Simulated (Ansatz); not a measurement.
# Re in Ansatz: convergence with ecutfock ratio

Crystal: Re.

```
Re
1.0
     2.76080    0.00000    0.00000
    -1.38040    2.39092    0.00000
     0.00000    0.00000    4.45820
Re
2
Direct
  0.66667 0.33333 0.75000
  0.33333 0.66667 0.25000
```

```yaml
Program: Ansatz 0.2.0
Task: convergence study
Functional: HSE06
Potentials_or_basis: Ansatz PAW
Cutoff: 420 eV
Density_cutoff: 1680 eV
k_mesh: 6 × 6 × 3
Occupations: methfessel-paxton, width 0.1 eV
Spin: no spin polarisation
```

These are the settings of the first run; the series varies ecutfock ratio, with any setting tied to it.

Hardware: 2 threads of Arm Neoverse V1 (shared host).

Problem. The values tried are 1, 2, 3, 4, loosest first. From which on does the energy stay within 1 meV/atom of the tightest run that finished?

Solution. From 2 on.

| ecutfock ratio | energy less the tightest run, at zero smearing (meV/atom) | SCF cycles | CPU time (s) | peak memory (GiB) |
| --- | --- | --- | --- | --- |
| 1 | 7.36 | 15 | 12 | 0.5 |
| 2 | -0.01 | 15 | 14 | 0.56 |
| 3 | 0.00 | 15 | 15 | 0.57 |
| 4 | 0.00 | 15 | 15 | 0.58 |

The tightest run that finished is the yardstick and may itself not be fully converged.

Caveat, for the tightest run too: the k mesh is coarse (spacing up to 0.47 Å⁻¹), so the values aren't converged, least of all with exact exchange. The run has no spin-orbit coupling, so splittings on Re are missing.
